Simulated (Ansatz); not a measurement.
Crystal: Eu2O3.

```
CELL_PARAMETERS angstrom
3.78830 0.00000 0.00000
-1.89415 3.28076 0.00000
0.00000 0.00000 5.82084
ATOMIC_POSITIONS crystal
Eu 0.33333 0.66667 0.24244
Eu 0.66667 0.33333 0.75756
O 0.33333 0.66667 0.65110
O 0.66667 0.33333 0.34890
O 0.00000 0.00000 0.00000
```

Measurements of this composition are mostly on another form, of space group No. 206.

| Quantity | Value |
| --- | --- |
| Program | Ansatz 0.2.0 |
| Task | relaxation of cell and atoms |
| Functional | LDA |
| Potentials or basis | Ansatz PAW |
| Cutoff | 420 eV (not typed: the program's choice for these potentials) |
| k mesh | 8 × 8 × 5 |
| Occupations | fermi-dirac, width 0.05 eV |
| Spin | collinear spin, ferromagnetic start |
| Starting moments | [7.0, 7.0, 0.0, 0.0, 0.0] μB |

At the start: volume 14.47 Å³/atom.

**Question.** How do energy, volume and symmetry change on relaxing?

**Answer.** It ends after 8 steps and the volume is 13.54 Å³/atom (-6.4 %); space group P-3m1 (No. 164, to 0.05 Å); moment 12.00 μB per cell.

The path:
```tsv
step	energy change (eV)	largest force (eV/Å)	volume (Å³)
1	0.0000	0.3785	72.34
2	-0.0805	0.3052	64.24
3	-0.1577	0.1274	68.24
4	-0.1612	0.0082	67.88
5	-0.1614	0.0027	67.85
6	-0.1464	0.0016	67.85
7	-0.1473	0.0027	67.68
8	-0.1464	0.0027	67.68
```

Final structure:
```
Eu O
1.0
     3.69686    0.00000    0.00000
    -1.84843    3.20157    0.00000
     0.00000    0.00000    5.71821
Eu O
2 3
Cartesian
  0.0000 2.1344 1.3885
  1.8484 1.0672 4.3297
  0.0000 2.1344 3.7069
  1.8484 1.0672 2.0113
  0.0000 0.0000 0.0000
```

Caveat: the plane-wave basis is chosen anew once the cell has moved, so the energies of steps on either side of that aren't comparable; the pressure holds a Pulay correction of +0.7 GPa for the finite cutoff; without U or exact exchange the open f shell lies at the Fermi level, which spoils levels, moments and volumes; the PAW data sets come from PBE, with cores solved anew for the run's functional, which leaves a small shift of forces and pressure.
